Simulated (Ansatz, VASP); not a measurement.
# One calculation of Te, two programs

```
Te
1.0
     5.39393    0.00000    0.00000
     0.00000    6.23827    0.00000
     0.00000    0.00000    4.29514
Te
4
Direct
  0.00000 0.25001 0.34363
  0.00000 0.74999 0.34363
  0.50000 0.24999 0.65637
  0.50000 0.75001 0.65637
```

Alike in both runs: functional PBE; k mesh 4 × 4 × 4; occupations gaussian, width 0.1 eV; no spin polarisation.

Ansatz relaxed the structure, and its values are those at the end. VASP's run is a single point on that final structure, the one shown.

```csv
,VASP,Ansatz
version,VASP 6.6.1,Ansatz 0.2.0
potentials or method,"VASP PAW PBE potentials, release 64 (Te)","scalar-relativistic, plane waves, PAW"
plane-wave cutoff (eV),520,420
valence electrons in the cell,24,64
```

|  | VASP | Ansatz | Ansatz less VASP |
| --- | --- | --- | --- |
| gap on the k mesh at the Fermi level (eV) | none | none | - |
| pressure (GPa) | 0.0 | 0.0 | +0.03 |

A gap of «none» marks a metal or a gap that the smearing closes. The two sets of potentials don't hold the same shells in valence.

Caveats: the k mesh is coarse (spacing up to 0.37 Å⁻¹), so the values aren't converged; this functional lacks dispersion, which binds the layers, so the pressure and a relaxed spacing across them are unreliable. Spin-orbit coupling is left out, which matters for the levels of Te.
